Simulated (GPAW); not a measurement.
Runs of GPAW 26.7.0 on Sr. The structure is cubic, space group Im-3m (No. 229). The conventional cell has a = 4.870 Å, b = 4.870 Å, c = 4.870 Å, α = 90.00°, β = 90.00°, γ = 90.00°. Sr (site symmetry m-3m) is surrounded by 8 Sr at 4.22 Å. This isn't the form of Sr at room conditions, which is fcc.

```csv
task,level,potentials or basis,spin,cell,k mesh,cutoff (eV),smearing,maxiter,band path,band points,spin axis theta (degrees),spin axis phi (degrees),grid spacing,other keys,gap on the mesh (eV),pressure (GPa)
band structure,OLYP+D4,"PAW data sets generated in the run's folder for this functional, pw","SOC, no magnetisation",volume scaled by 0.96,8 × 8 × 8,600,fermi-dirac 0.05 eV,150,"GHNGPH,PN",100,90,0,-,-,-,(a)
density of states,SCAN+D3(BJ),"GPAW PAW data sets (gpaw-data 1.2.1), fd",off,as given,6 × 6 × 6,-,fermi-dirac 0.05 eV,150,-,-,-,-,0.14 Å,-,none,-
electron localisation function,RPBE,"PAW data sets generated in the run's folder for this functional, pw","collinear, ferromagnetic start",as given,8 × 8 × 8,1000,fermi-dirac 0.15 eV,50,-,-,-,-,-,"several, not listed",none,0.2
single point,revPBE+D3,"the program's PAW data sets (release 1.2.1) made for this functional, fd",off,as given,9 × 9 × 9,-,fermi-dirac 0.05 eV,80,-,-,-,-,0.18 Å,"several, not listed",none,-
single point,SCAN,"GPAW PAW data sets (gpaw-data 1.2.1), pw",off,cell strained at random at fixed volume,6 × 6 × 5,600,fermi-dirac 0.05 eV,75,-,-,-,-,-,"several, not listed",none,-0.3
```

Q: Estimate the missing entries.

A: (a) 0.1.

Caveats: the cell was measured hot, at 901 K; pairwise dispersion overbinds metals, which lowers pressure and volume (some runs); the PAW data sets were made with another functional, which shifts forces and pressure a little (some runs); spin-orbit coupling was added after a scalar SCF, so levels and gaps hold it while energy, forces, pressure and moments don't (some runs); this program's spin-orbit splittings come out too wide for heavy elements (some runs).

A k mesh can miss the band edges, and rows without SOC leave out spin-orbit coupling on Sr.

A gap of «none» marks a metal or a gap under the smearing width.

Runs at the PBE level aren't shown here.
